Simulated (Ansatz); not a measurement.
Relaxed Li3N (Li3N type, space group P6/mmm):

```xyz
4
Lattice="3.6344 0.0000 0.0000 -1.8172 3.1474 0.0000 0.0000 0.0000 3.8645" Properties=species:S:1:pos:R:3 pbc="T T T"
Li     0.0000     0.0000     1.9323
Li     0.0000     2.0983     0.0000
Li     1.8172     1.0491     0.0000
N      0.0000     0.0000     0.0000
```

A phonon eigenvector at Γ is frozen into this cell: atom i moves by Q times the vector below, so Q is the largest atomic displacement, in Å. The cell is held. It is one choice among 2 degenerate patterns.

```tsv
atom	x	y	z
Li2	0.000	-1.000	0.000
Li3	0.000	1.000	0.000
```

Atoms not listed stay in place.

The numbers are results of PBE (plane waves to 420 eV, PAW, scalar-relativistic; Ansatz, an electronic-structure program), not measurements. k mesh 10×10×9 (Γ-centred), Fermi-Dirac smearing 0.05 eV. E stands for the smeared free energy. Left out: 4 of 13 points, with atoms too close for the PAW data. Li3N was relaxed with its symmetry unable to fall. ΔE is measured from the undisplaced structure.

```json
[
 {"Q (Å)": "-0.060", "ΔE (meV/cell)": "35.9"},
 {"Q (Å)": "0.000", "ΔE (meV/cell)": "0.0"},
 {"Q (Å)": "0.060", "ΔE (meV/cell)": "33.2"},
 {"Q (Å)": "0.120", "ΔE (meV/cell)": "128.5"},
 {"Q (Å)": "0.180", "ΔE (meV/cell)": "280.7"}
]
```

Q: Which DFPT wavenumber at Γ belongs to this mode?
A. 320 cm⁻¹
B. 613 cm⁻¹
C. 484 cm⁻¹

A: B, 613 cm⁻¹. The curvature of the scan gives 613 cm⁻¹

(A displaced cell: forces are minus the slopes of the energy, force constants its curvatures, and phonons follow from these.)
